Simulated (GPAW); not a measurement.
Here is a GPAW 26.7.0 calculation.

Contents of run.py:

```python
from ase.dft.bandgap import bandgap
from ase.io import read, write
from ase.units import GPa
from gpaw import GPAW, PW

atoms = read('WS2.cif')

calc = GPAW(mode=PW(600),
            xc='PBE',
            kpts={'size': (6, 6, 2), 'gamma': True},
            occupations={'name': 'fermi-dirac', 'width': 0.05},
            setups={'S': 'v3'},
            nbands=-20,
            convergence={'density': 1e-05, 'energy': 1e-05},
            maxiter=150,
            txt='gpaw.txt')
atoms.calc = calc
energy = atoms.get_potential_energy()
forces = atoms.get_forces()
stress = atoms.get_stress()
calc.write('gs.gpw')
write('result.traj', atoms)
print(f'Energy: {energy:.6f} eV')
print('Forces (eV/A):')
print(forces.round(4))
print('Stress (GPa):', (stress / GPa).round(3))
print('Fermi level:', round(calc.get_fermi_level(), 4), 'eV')
print(f'Gap: {bandgap(calc)[0]:.4f} eV, direct: {bandgap(calc, direct=True)[0]:.4f} eV')

path = atoms.cell.bandpath('GMKGALHA,LM,KH', npoints=100, eps=1e-4)
bs_calc = calc.fixed_density(kpts=path, symmetry='off', nbands=-36,
                             convergence={'bands': 'CBM+6.0', 'eigenstates': 1e-6}, txt='bands.txt')
bs = bs_calc.band_structure()
bs.write('bs.json')
print(f'Gap on the path: {bandgap(bs_calc)[0]:.4f} eV')
```

The input WS2.cif:

```cif
data_WS2
_cell_length_a 3.18000000
_cell_length_b 3.18000000
_cell_length_c 12.50000000
_cell_angle_alpha 90.00000000
_cell_angle_beta 90.00000000
_cell_angle_gamma 120.00000000
_space_group_name_H-M_alt 'P1'
_space_group_name_Hall 'P 1'
_space_group_IT_number 1
loop_
_space_group_symop_operation_xyz
'x,y,z'
loop_
_atom_site_label
_atom_site_type_symbol
_atom_site_symmetry_multiplicity
_atom_site_Wyckoff_symbol
_atom_site_fract_x
_atom_site_fract_y
_atom_site_fract_z
_atom_site_occupancy
W1 W 1 a 0.6666666667 0.3333333333 0.7500000000 1
W2 W 1 a 0.3333333333 0.6666666667 0.2500000000 1
S1 S 1 a 0.6666666667 0.3333333333 0.3750000000 1
S2 S 1 a 0.3333333333 0.6666666667 0.8750000000 1
S3 S 1 a 0.6666666667 0.3333333333 0.1250000000 1
S4 S 1 a 0.3333333333 0.6666666667 0.6250000000 1
```

Potentials or basis: GPAW PAW data sets (gpaw-data 1.2.1), newer versions, pw.

Run with:

```bash
$ OMP_NUM_THREADS=1 python run.py
```

**Question.** What does it give for the pressure?

**Answer.** 2.3 GPa.

**Question.** What does it give for the largest force?

**Answer.** 0.144 eV/Å.

**Question.** Predict the band gap on the k mesh.

**Answer.** 1.05 eV, indirect (least direct gap 1.74 eV).

Stress tensor (GPa, compression positive):
```
1.65 0.00 0.00
0.00 1.65 0.00
0.00 0.00 3.61
```

Caveat: the k mesh is coarse; spin-orbit coupling is left out, which moves the levels of the heavy elements; this functional lacks dispersion, which binds the layers, so the pressure and a relaxed spacing across them are unreliable. Expect the measured gap to be larger: semilocal functionals such as PBE lack the derivative discontinuity.
